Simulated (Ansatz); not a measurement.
A run of Ansatz 0.2.0 is set up as follows.

Contents of input.yaml:

```yaml
crystal:
  lattice:
    - [3.076, 0.0, 0.0]
    - [-1.538, 2.663894142, 0.0]
    - [0.0, 0.0, 5.048]
  atoms:
    - { symbol: Si, position: [0.6666666667, 0.3333333333, 0.5] }
    - { symbol: Si, position: [0.3333333333, 0.6666666667, 0.0] }
    - { symbol: C, position: [0.6666666667, 0.3333333333, 0.885] }
    - { symbol: C, position: [0.3333333333, 0.6666666667, 0.385] }
hamiltonian:
  xc: hiss
  pseudopotentials: { kind: paw }
kpoints:
  mp_grid: { grid: [6, 6, 3] }
  band_path:
    path:
      - [[0.0, 0.0, 0.0], [0.5, 0.0, 0.0], [0.3333333333, 0.3333333333, 0.0], [0.0, 0.0, 0.0], [0.0, 0.0, 0.5], [0.5, 0.0, 0.5], [0.3333333333, 0.3333333333, 0.5], [0.0, 0.0, 0.5]]
      - [[0.5, 0.0, 0.5], [0.5, 0.0, 0.0]]
      - [[0.3333333333, 0.3333333333, 0.0], [0.3333333333, 0.3333333333, 0.5]]
    npoints: 4
scf:
  occupations: { method: fermi_dirac, width: 0.05 }
  exx: { singularity: none }
  n_extra_bands: 10
output:
  forces: true
  stress: true
  eigenvalues: true
  fatbands: false
```

Potentials or basis: Ansatz PAW.

Launch:

```bash
$ ansatz run input.yaml --threads 2 --pin off --max-ram 5632MiB --backend cpu --events-out ev --progress --plain --runs-dir out
```

Task: What does it give for the band gap on the k mesh?

Result: 3.68 eV, indirect (least direct gap 5.83 eV).

Task: Estimate the pressure.

Result: -4.4 GPa.

Task: Estimate the band gap along the path.

Result: 3.68 eV, indirect (least direct gap 5.83 eV).

Task: What does it give for the largest force?

Result: 0.781 eV/Å.

Stress tensor (GPa, compression positive):
```
-2.87  0.00  0.00
 0.00 -2.87  0.00
 0.00  0.00 -7.53
```

Caveat: the PAW data sets come from PBE, with cores solved anew for the run's functional, which leaves a small shift of forces and pressure; the thresholds are loose for stress.
